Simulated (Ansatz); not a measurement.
## A N vacancy in wurtzite BN, 95 atoms, charge +3

Method: DFT, PBEsol, PAW, plane waves in Ansatz.

Input file:

```yaml
crystal:
  lattice:
    - [7.622990, 0.000000, 0.000000]
    - [0.000000, 8.802271, 0.000000]
    - [0.000000, 0.000000, 8.406582]
  atoms:
    - { symbol: B, position: [0.002800, 0.165834, 0.997371] }
    - { symbol: B, position: [0.998032, 0.163063, 0.498199] }
    - { symbol: B, position: [0.335264, 0.166959, 0.997018] }
    - { symbol: B, position: [0.330725, 0.166134, 0.502697] }
    - { symbol: B, position: [0.161212, 0.418386, 0.997812] }
    - { symbol: B, position: [0.165456, 0.416537, 0.498445] }
    - { symbol: B, position: [0.000577, 0.667787, 0.999063] }
    - { symbol: B, position: [0.002992, 0.667945, 0.500442] }
    - { symbol: B, position: [0.665846, 0.167956, 0.004302] }
    - { symbol: B, position: [0.670042, 0.168964, 0.501091] }
    - { symbol: B, position: [0.501200, 0.417017, 0.998227] }
    - { symbol: B, position: [0.495784, 0.415657, 0.500492] }
    - { symbol: B, position: [0.330647, 0.662848, 0.999429] }
    - { symbol: B, position: [0.329880, 0.666480, 0.497160] }
    - { symbol: B, position: [0.164732, 0.913845, 0.003235] }
    - { symbol: B, position: [0.170613, 0.917433, 0.499703] }
    - { symbol: B, position: [0.831945, 0.412821, 0.994928] }
    - { symbol: B, position: [0.831353, 0.415287, 0.500607] }
    - { symbol: B, position: [0.666815, 0.666995, 0.001910] }
    - { symbol: B, position: [0.667529, 0.667263, 0.500862] }
    - { symbol: B, position: [0.499610, 0.919347, 0.999469] }
    - { symbol: B, position: [0.501361, 0.913852, 0.498407] }
    - { symbol: B, position: [0.832638, 0.916256, 0.001123] }
    - { symbol: B, position: [0.835241, 0.918814, 0.499993] }
    - { symbol: B, position: [0.168768, 0.082308, 0.249878] }
    - { symbol: B, position: [0.166735, 0.080231, 0.747176] }
    - { symbol: B, position: [0.000521, 0.334302, 0.250724] }
    - { symbol: B, position: [0.002358, 0.329833, 0.750409] }
    - { symbol: B, position: [0.500079, 0.083059, 0.253339] }
    - { symbol: B, position: [0.498295, 0.085219, 0.752124] }
    - { symbol: B, position: [0.334460, 0.335106, 0.250936] }
    - { symbol: B, position: [0.332020, 0.330672, 0.750093] }
    - { symbol: B, position: [0.164061, 0.585396, 0.251310] }
    - { symbol: B, position: [0.167112, 0.585093, 0.748962] }
    - { symbol: B, position: [0.001268, 0.831782, 0.251945] }
    - { symbol: B, position: [0.995166, 0.835171, 0.751298] }
    - { symbol: B, position: [0.832336, 0.080510, 0.247107] }
    - { symbol: B, position: [0.835231, 0.083170, 0.751826] }
    - { symbol: B, position: [0.666894, 0.328822, 0.251892] }
    - { symbol: B, position: [0.664193, 0.331572, 0.753750] }
    - { symbol: B, position: [0.504437, 0.587134, 0.249493] }
    - { symbol: B, position: [0.502159, 0.578385, 0.750845] }
    - { symbol: B, position: [0.334213, 0.831888, 0.252982] }
    - { symbol: B, position: [0.335730, 0.830216, 0.751333] }
    - { symbol: B, position: [0.833399, 0.586859, 0.249316] }
    - { symbol: B, position: [0.833248, 0.585404, 0.750705] }
    - { symbol: B, position: [0.667753, 0.831258, 0.254151] }
    - { symbol: B, position: [0.667846, 0.833856, 0.750322] }
    - { symbol: N, position: [0.999844, 0.163802, 0.191505] }
    - { symbol: N, position: [0.004162, 0.167492, 0.683778] }
    - { symbol: N, position: [0.335377, 0.167313, 0.189626] }
    - { symbol: N, position: [0.332615, 0.168224, 0.691404] }
    - { symbol: N, position: [0.168278, 0.419852, 0.187405] }
    - { symbol: N, position: [0.162073, 0.413899, 0.685295] }
    - { symbol: N, position: [0.001216, 0.666991, 0.192249] }
    - { symbol: N, position: [0.000586, 0.665274, 0.685622] }
    - { symbol: N, position: [0.668754, 0.165035, 0.187753] }
    - { symbol: N, position: [0.663991, 0.167592, 0.688721] }
    - { symbol: N, position: [0.504728, 0.419577, 0.187736] }
    - { symbol: N, position: [0.501426, 0.415019, 0.685200] }
    - { symbol: N, position: [0.334863, 0.668188, 0.189411] }
    - { symbol: N, position: [0.330631, 0.668372, 0.689015] }
    - { symbol: N, position: [0.164418, 0.919496, 0.186594] }
    - { symbol: N, position: [0.171083, 0.917909, 0.683953] }
    - { symbol: N, position: [0.836939, 0.413819, 0.184377] }
    - { symbol: N, position: [0.835775, 0.414540, 0.688271] }
    - { symbol: N, position: [0.668481, 0.670444, 0.185660] }
    - { symbol: N, position: [0.664830, 0.665935, 0.686835] }
    - { symbol: N, position: [0.499553, 0.915541, 0.188649] }
    - { symbol: N, position: [0.498260, 0.916643, 0.686848] }
    - { symbol: N, position: [0.834326, 0.918217, 0.183335] }
    - { symbol: N, position: [0.835132, 0.919867, 0.687717] }
    - { symbol: N, position: [0.160977, 0.083414, 0.439585] }
    - { symbol: N, position: [0.167530, 0.085574, 0.939964] }
    - { symbol: N, position: [0.003920, 0.331929, 0.441435] }
    - { symbol: N, position: [0.999146, 0.332521, 0.937197] }
    - { symbol: N, position: [0.501155, 0.086154, 0.433936] }
    - { symbol: N, position: [0.500266, 0.082648, 0.936448] }
    - { symbol: N, position: [0.330139, 0.336054, 0.439558] }
    - { symbol: N, position: [0.336643, 0.330367, 0.936477] }
    - { symbol: N, position: [0.166217, 0.585771, 0.438908] }
    - { symbol: N, position: [0.164841, 0.585391, 0.938118] }
    - { symbol: N, position: [0.999171, 0.830926, 0.440801] }
    - { symbol: N, position: [0.995692, 0.831383, 0.939743] }
    - { symbol: N, position: [0.831945, 0.081634, 0.436516] }
    - { symbol: N, position: [0.836347, 0.085398, 0.936651] }
    - { symbol: N, position: [0.664937, 0.336501, 0.440458] }
    - { symbol: N, position: [0.668134, 0.333925, 0.935428] }
    - { symbol: N, position: [0.496796, 0.582436, 0.936621] }
    - { symbol: N, position: [0.335479, 0.834280, 0.436380] }
    - { symbol: N, position: [0.335526, 0.835080, 0.936584] }
    - { symbol: N, position: [0.832197, 0.581486, 0.436126] }
    - { symbol: N, position: [0.829372, 0.581973, 0.939230] }
    - { symbol: N, position: [0.664299, 0.835938, 0.434932] }
    - { symbol: N, position: [0.667444, 0.835447, 0.933855] }
  symmetry: { detect: false }
kpoints:
  mp_grid: { grid: [1, 1, 1], shift: [0.25, 0.25, 0.25] }
hamiltonian:
  xc: pbesol
total_charge: 3
scf:
  occupations: { method: fermi_dirac, width: 0.01 }
relax:
  f_tol: 0.03
  max_steps: 80
  escape_saddle: false
  adjacent_minimum: "off"
output:
  forces: true
  eigenvalues: true
  populations: true
  charged_corrections: { epsilon: 7 }
```

Started with:

```sh
ansatz run in.yaml --threads 8 --pin off --max-ram 17100MiB --runs-dir r --events-out ev --progress --plain
```

The program printed, less machine lines and repeats, with […] for rows cut from tables:

```
Pseudopotentials: kind: paw
Functional definition: PBEsol
  exchange = pbesol_x
  correlation = pbesol_c
Crystal: 95 atoms, lattice volume = 564.078 Å³
Basis set: ecut = 420 eV, 11009 PW (Γ), exchange–correlation on 108×120×120 points (8 copies of the dense FFT grid, shifted against one another)
Bands: 283, of which v1, the nominal top of the filled ones, is band 188 counted from 1 (187 counted from 0)
Symmetry: 1 space group operations
k-points: 1
Non-local potential: B, projectors of the file, l = 0: 2, l = 1: 2, l = 2: 1
Non-local potential: N, projectors of the file, l = 0: 2, l = 1: 2, l = 2: 1
[…]
Initial density: superposition of atomic densities (neutral atoms scaled as one to the charged cell's electrons: chi_scale 0, normalization atom), corrected by the library's trained network
Initial wavefunctions: pseudopotential atomic-orbital guess
Functional: x = pbesol(κ = 0.804, μ = 0.12345679012345678), c = pbesol(β = 0.046)
SCF iter   1: F=—  HF=-25270.677817 eV  |F-HF|=—  |Δ(HF+E_count)|=         —  Δρ=9.29e-3  dr2=6.21e-1  ethr=1.77e-3  ⟨swp⟩=6.0  Hψ=1066  notcnv=0  defer=85
[…]
SCF iter   2: F=—  HF=-25270.548849 eV  |F-HF|=—  |Δ(HF+E_count)|=   1.29e-1  Δρ=4.53e-3  dr2=1.68e-1  ethr=1.65e-4  ⟨swp⟩=2.0  Hψ=334  notcnv=0  defer=89
[…]
SCF 1 converged in 6 iterations: F = -25270.500318 eV  dr2 = 2.73e-7
[…]
relax step   1: F+E_penalty+E_count = -25270.50031817 eV  Δ(F+E_penalty+E_count) = +0.000e0 eV  max|allowed force component| = 2.122e0 eV/Å  Δτ_max = 0.0000 Å  (6 SCF iters, dr2 threshold 2.25e-5 eV, accepted)
Initial density: handed on by an earlier stage of this run
Initial wavefunctions: those handed on with the density
[…]
[…]
SCF 2 converged in 6 iterations: F = -25272.084870 eV  dr2 = 2.88e-7
[…]
relax step   2: F+E_penalty+E_count = -25272.08486953 eV  Δ(F+E_penalty+E_count) = -1.585e0 eV  max|allowed force component| = 1.196e0 eV/Å  Δτ_max = 0.0728 Å  (6 SCF iters, dr2 threshold 1.00e-4 eV, accepted)
[…]
relax step   3: F+E_penalty+E_count = -25272.86916002 eV  Δ(F+E_penalty+E_count) = -7.843e-1 eV  max|allowed force component| = 1.466e0 eV/Å  Δτ_max = 0.0684 Å  (9 SCF iters, dr2 threshold 8.93e-5 eV, accepted)
[…]
relax step   4: F+E_penalty+E_count = -25273.77502918 eV  Δ(F+E_penalty+E_count) = -9.059e-1 eV  max|allowed force component| = 2.178e0 eV/Å  Δτ_max = 0.1399 Å  (6 SCF iters, dr2 threshold 1.00e-4 eV, accepted)
[…]
relax step   5: F+E_penalty+E_count = -25274.30821625 eV  Δ(F+E_penalty+E_count) = -5.332e-1 eV  max|allowed force component| = 9.761e-1 eV/Å  Δτ_max = 0.1388 Å  (5 SCF iters, dr2 threshold 1.00e-4 eV, accepted)
[…]
relax step   6: F+E_penalty+E_count = -25274.62432270 eV  Δ(F+E_penalty+E_count) = -3.161e-1 eV  max|allowed force component| = 3.328e-1 eV/Å  Δτ_max = 0.0314 Å  (5 SCF iters, dr2 threshold 1.00e-4 eV, accepted)
[…]
[…]
SCF 7 converged in 4 iterations: F = -25274.646661 eV  dr2 = 9.76e-6
relax step   7: F+E_penalty+E_count = -25274.64666078 eV  Δ(F+E_penalty+E_count) = -2.234e-2 eV  max|allowed force component| = 5.618e-2 eV/Å  Δτ_max = 0.0127 Å  (4 SCF iters, dr2 threshold 1.29e-5 eV, accepted)
[…]
preconditioner: auto → Resta (q_TF=auto, 2.550 Å⁻¹)  ε∞=4.1  [insulator: Δε(μ)=1.854 eV  Ē_g=17.352 eV  σ=0.010 eV  W_gap=1.00  n_scr=154 (ndim 8)  ℏωp=30.3 eV  f_vac=0.001  D(μ)=0.00/eV (n_scr^D=0)  ε∞_Penn≈4.1]
[…]
SCF 8 converged in 5 iterations: F = -25274.647257 eV  dr2 = 1.91e-8
relax step   8: F+E_penalty+E_count = -25274.64725714 eV  Δ(F+E_penalty+E_count) = -5.964e-4 eV  max|allowed force component| = 4.226e-2 eV/Å  Δτ_max = 0.0043 Å  (5 SCF iters, accepted)
[…]
preconditioner: auto → Resta (q_TF=auto, 2.550 Å⁻¹)  ε∞=4.1  [insulator: Δε(μ)=1.853 eV  Ē_g=17.352 eV  σ=0.010 eV  W_gap=1.00  n_scr=154 (ndim 8)  ℏωp=30.3 eV  f_vac=0.001  D(μ)=0.00/eV (n_scr^D=0)  ε∞_Penn≈4.1]
[…]
SCF iter   3: F=—  HF=-25274.647389 eV  |F-HF|=—  |Δ(HF+E_count)|=   3.34e-6  Δρ=1.57e-5  dr2=9.10e-7  ethr=3.52e-9  ⟨swp⟩=2.0  Hψ=325  notcnv=0  defer=91
SCF iter   4: F=-25274.647389 eV  HF=-25274.647389 eV  |F-HF|=2.61e-8  |Δ(HF+E_count)|=   1.75e-7  Δρ=3.35e-6  dr2=7.61e-8  ethr=2.66e-11  ⟨swp⟩=8.0  Hψ=1342  notcnv=0
SCF 9 converged in 4 iterations: F = -25274.647389 eV  dr2 = 7.61e-8
relax step   9: F+E_penalty+E_count = -25274.64738920 eV  Δ(F+E_penalty+E_count) = -1.321e-4 eV  max|allowed force component| = 5.215e-3 eV/Å  Δτ_max = 0.0020 Å  (4 SCF iters, accepted)
SCF converged after 4 iterations
Free energy (F): -25274.647389 eV
Harris-Foulkes:  -25274.647389 eV  (|F-HF|=2.61e-8)
Internal energy: -25274.647389 eV  (E = F + TS)
E sigma→0 (E₀):  -25274.647389 eV
Fermi energy:    11.744814 eV
--- Per-component energies (eV) ---
  E_band       = 1159.254330
  E_kinetic    = 8693.524671
  E_local      = -8778.077593  (includes V_loc(G=0)·N_el)
  E_nonlocal   = 2676.134169
  E_hartree    = 2532.460229
  E_xc         = -4357.198626
  E_vxc        = -5435.869079  (∫ρ·V_xc dr)
  E_paw        = -9405.627891  (= ΣΔE_a)
  E_vpaw       = -1061.381995  (= ΣTr[D̂ρ^β])
  E_aug_tail   = 0.004649  (compensation charges beyond the density's cutoff)
  E_ewald      = -16637.893765
  E_core_change = 2.026770  (= ΣΔE_core)
  E_smearing   = -0.000000  (= −TS)
  E_closure    = -0.000000  (closes the sum)
  E_deformation_potential = 62.075302  (in the stress; not in F)
  Σ components = -25274.647389   (vs F -25274.647389, Δ=0.00e0)
--- Forces (eV/Å), atoms counted from 1 ---
  atom   1  B     -0.00013543     0.00046797     0.00034244
  atom   2  B     -0.00007530     0.00149963    -0.00043512
[…]
  atom  94  N      0.00521486    -0.00020906     0.00167874
  atom  95  N      0.00025094    -0.00014654    -0.00003803
  max |Σ_I F_I| component: 1.78e-4 eV/Å
--- Charged-cell corrections in eV (Makov–Payne, q = +3.000 e, ε = 7.000) ---
  F (periodic)     = -25274.647389  (uncorrected; the corrections below are reported, never added to it)
  E_corr1          = +3.161332  (monopole, q²α_M/2εL)
  F Makov-Payne    = -25271.486057  (F + E_corr1; no measured alignment; for a localised charge, not one spread in a band: unchecked)
--- Band table (eV) ---
  k-point 0: bands = ["-8.9933", "-8.3463", "-8.2726", "-8.0743", "-7.5711", "-7.4687", "-7.3961", "-7.0481", "-6.8795", "-6.7282", "-6.5242", "-6.3672", "-6.2783", "-6.1866", "-6.0517", "-5.9109", "-5.8251", "-5.6155", "-5.5149", "-5.4587", "-5.3373", "-5.2862", "-5.1976", "-5.0057", "-4.9213", "-4.8739", "-4.7863", "-4.7660", "-4.6796", "-4.6013", "-4.5721", "-4.4230", "-4.3316", "-4.2682", "-4. …
--- Relaxed structure (9 steps of the walk, 9 accepted, 0 SCFs on fresh bases) ---
  F+E_penalty+E_count = -25274.64738920 eV   max|allowed force component| = 5.215e-3 eV/Å
  atoms:
    - { symbol: B, position: [0.00010724142479953807, 0.16653028443790557, 1.0014992492430959] }
    - { symbol: B, position: [1.0001501985934944, 0.16765463061769084, 0.5024666042819335] }
    - { symbol: B, position: [0.3332750621872787, 0.16573127050763636, 1.000974902937826] }
    - { symbol: B, position: [0.3328834874475138, 0.1613951405612699, 0.5031806479393882] }
    - { symbol: B, position: [0.16617885835508106, 0.4161055338011726, 1.000598506564345] }
    - { symbol: B, position: [0.1660269098888048, 0.41599716162894446, 0.5033322415252421] }
    - { symbol: B, position: [0.00010314915630542523, 0.6676380127911776, 1.0002104136515653] }
    - { symbol: B, position: [7.176135160608735e-5, 0.6697728978561808, 0.5030703124011987] }
    - { symbol: B, position: [0.6669471499591926, 0.16570417121981554, 0.0009750417315693976] }
    - { symbol: B, position: [0.667470813848221, 0.16136341336699217, 0.50307204163388] }
    - { symbol: B, position: [0.5001461829851477, 0.4142914268441614, 0.992864901432353] }
    - { symbol: B, position: [0.5002271321255047, 0.3777386107173896, 0.5130648773456826] }
    - { symbol: B, position: [0.33143439289540366, 0.6678300259813917, 0.9927359030736371] }
    - { symbol: B, position: [0.29517376365696635, 0.6864238696703995, 0.5131910899445468] }
    - { symbol: B, position: [0.16606459756882072, 0.917410120278537, 0.0007672848288071049] }
    - { symbol: B, position: [0.1629043593282132, 0.9203727665718099, 0.5030957964823239] }
    - { symbol: B, position: [0.8340204896950152, 0.41612035109960316, 1.000600253412303] }
    - { symbol: B, position: [0.8340898788934057, 0.4158651863949289, 0.5033544578834055] }
    - { symbol: B, position: [0.6688341742889876, 0.6678791622240629, -0.007225192498345941] }
    - { symbol: B, position: [0.704520687197712, 0.6860662535648041, 0.5130970743405189] }
    - { symbol: B, position: [0.5000931726296927, 0.9172357077695646, 1.000458045086728] }
    - { symbol: B, position: [0.5000034027498083, 0.9163411728156909, 0.5032788047986323] }
    - { symbol: B, position: [0.834126006479432, 0.9174029318710134, 0.0007726462843752558] }
    - { symbol: B, position: [0.8372993106767286, 0.9202959581917832, 0.5030996883363718] }
    - { symbol: B, position: [0.16665625796927896, 0.08370027223885172, 0.2500810884012302] }
    - { symbol: B, position: [0.16570245727699018, 0.08380684189608001, 0.7525377515202805] }
    - { symbol: B, position: [4.6814034900453414e-5, 0.3326164110153254, 0.2508451390297798] }
    - { symbol: B, position: [4.95600335787892e-5, 0.33210879583262554, 0.7521176456146994] }
    - { symbol: B, position: [0.5000415747307494, 0.08371930456206161, 0.2503094553523659] }
    - { symbol: B, position: [0.500053454564044, 0.08383243031779568, 0.752506594263633] }
    - { symbol: B, position: [0.3324355839070551, 0.3331862760780506, 0.24856598562600615] }
    - { symbol: B, position: [0.32988073385711436, 0.3314507833615358, 0.7519937444783226] }
    - { symbol: B, position: [0.16611570449142157, 0.5823861034592615, 0.24803774720063873] }
    - { symbol: B, position: [0.16429199157815375, 0.5809532227147116, 0.7520076006667173] }
    - { symbol: B, position: [7.4878726879396175e-6, 0.8338944009726849, 0.2495037257008618] }
    - { symbol: B, position: [1.000007250268826, 0.8340560520562409, 0.7527050104744633] }
    - { symbol: B, position: [0.833431397650342, 0.08364145079669055, 0.25008267152115704] }
    - { symbol: B, position: [0.8343360874771364, 0.08377204297703637, 0.7525291949026099] }
    - { symbol: B, position: [0.6677326632895847, 0.33305142222290857, 0.24863403226205408] }
    - { symbol: B, position: [0.670217160666005, 0.3314124792543116, 0.7519876286470439] }
    - { symbol: B, position: [0.50008698188014, 0.5831835231765771, 0.2021274852908385] }
    - { symbol: B, position: [0.5000702972917185, 0.5830103222987072, 0.7423342216741673] }
    - { symbol: B, position: [0.33374744932716083, 0.8343031009022865, 0.248372764948811] }
    - { symbol: B, position: [0.33354480487980065, 0.8370953594146204, 0.7520898141867599] }
    - { symbol: B, position: [0.8339683961365141, 0.5824112071154967, 0.2480240061257872] }
    - { symbol: B, position: [0.8357266899557909, 0.5809570761084731, 0.7519939508334393] }
    - { symbol: B, position: [0.6662882613396791, 0.8342664232108756, 0.24829589611515543] }
    - { symbol: B, position: [0.6665257704919121, 0.8370722735408638, 0.7520837204204295] }
    - { symbol: N, position: [1.000097916051551, 0.166604561903928, 0.18869210299568218] }
    - { symbol: N, position: [9.36404718462535e-5, 0.16686279090029016, 0.6886315959700764] }
    - { symbol: N, position: [0.33371227946827386, 0.16719082817989264, 0.18833550099985905] }
    - { symbol: N, position: [0.33294484452756684, 0.16596341816313587, 0.6884694733570336] }
    - { symbol: N, position: [0.16682565230431887, 0.4167326565589356, 0.1884439574749894] }
    - { symbol: N, position: [0.16648093713509537, 0.4163022276961617, 0.6883113592047407] }
    - { symbol: N, position: [0.0001013559631483377, 0.6665344639951591, 0.18780565665392976] }
    - { symbol: N, position: [5.96546774376389e-5, 0.6664495151145283, 0.6880411611068924] }
    - { symbol: N, position: [0.666495726582644, 0.16715547639076198, 0.18832952490713087] }
    - { symbol: N, position: [0.6672828155465732, 0.16591786854485793, 0.6884822680747472] }
    - { symbol: N, position: [0.5001394900496248, 0.4173318388234776, 0.18700565169202352] }
    - { symbol: N, position: [0.5001907452853569, 0.41391250187342254, 0.6845748545335315] }
    - { symbol: N, position: [0.33400058029427593, 0.6662754663474819, 0.18714681772149874] }
    - { symbol: N, position: [0.331041688255528, 0.6678691187856124, 0.6842984462882116] }
    - { symbol: N, position: [0.16716770220271132, 0.9163323312522278, 0.1881680129337717] }
    - { symbol: N, position: [0.16623126997104254, 0.9173436766850575, 0.6883832363147369] }
    - { symbol: N, position: [0.8333803230248514, 0.41671920639764837, 0.188472374756355] }
    - { symbol: N, position: [0.8337576152143636, 0.41629204945530457, 0.6883012640548755] }
    - { symbol: N, position: [0.6662312740000191, 0.6663716995215111, 0.18682448236281374] }
    - { symbol: N, position: [0.6691457887287182, 0.6677743542810682, 0.6844186746897741] }
    - { symbol: N, position: [0.5000861289962941, 0.9166183666414682, 0.18822705346816346] }
    - { symbol: N, position: [0.5000646206155843, 0.9170324015802553, 0.688335035095926] }
    - { symbol: N, position: [0.8329916739754193, 0.9163301259620779, 0.18813341640417533] }
    - { symbol: N, position: [0.8339060345231388, 0.9173090361108044, 0.6883802796446158] }
    - { symbol: N, position: [0.16686534581246068, 0.08386475722136007, 0.438119342447505] }
    - { symbol: N, position: [0.1665757785879729, 0.08338696720180594, 0.938593789553221] }
    - { symbol: N, position: [6.62774869813716e-5, 0.33432139412632456, 0.4386684324744066] }
    - { symbol: N, position: [1.0000512928768037, 0.3334055675126403, 0.9384269902082226] }
    - { symbol: N, position: [0.5000247943716108, 0.08153831579594117, 0.438695807305141] }
    - { symbol: N, position: [0.5000279308801933, 0.0831266564890228, 0.9383990614959677] }
    - { symbol: N, position: [0.3347503919966566, 0.336128852444962, 0.43690087228276553] }
    - { symbol: N, position: [0.3329763794815167, 0.33293776541226267, 0.9372163775401285] }
    - { symbol: N, position: [0.1688051428715927, 0.583412345283104, 0.43691355552399147] }
    - { symbol: N, position: [0.1663321950998836, 0.583186425092287, 0.9370944910788171] }
    - { symbol: N, position: [0.9999568282423, 0.8342700577622317, 0.43856517124585725] }
    - { symbol: N, position: [1.0000336393587113, 0.8334584991958932, 0.93823645880275] }
    - { symbol: N, position: [0.833261280127457, 0.08368684057707368, 0.4381012330973833] }
    - { symbol: N, position: [0.833506894734744, 0.08337623056520825, 0.9385960297098858] }
    - { symbol: N, position: [0.6655446309164637, 0.33548393830666934, 0.4369636748688113] }
    - { symbol: N, position: [0.6671394283791501, 0.33291961627787475, 0.9372292875602117] }
    - { symbol: N, position: [0.5000582811157344, 0.5832846777065609, 0.9305416040538242] }
    - { symbol: N, position: [0.33528395531507593, 0.8310176036594872, 0.43692894737994253] }
    - { symbol: N, position: [0.3332470171919871, 0.8337293536341319, 0.9371309288333782] }
    - { symbol: N, position: [0.830914817649497, 0.5833651152422051, 0.4369470229699163] }
    - { symbol: N, position: [0.8337462930174037, 0.5831852097377409, 0.937050192528235] }
    - { symbol: N, position: [0.6645663778510037, 0.8308530952801458, 0.43689768259961176] }
    - { symbol: N, position: [0.6668082544156991, 0.8337780980019983, 0.9370793778158383] }
--- Löwdin populations: 95 sites ---
  site symbol       q [e]
     0      B      2.6719
     1      B      2.6681
[…]
    93      N      5.2498
    94      N      5.2558
  spilling = 0.003639 (of n_electrons = 376.000000)
```

Absolute energies hang on the potentials; compare differences alone.

One k point and one spin start were run, so the state needn't be the lowest, and an added charge can sit in a band of the host.

Time: 26 s of wall time on a shared host.
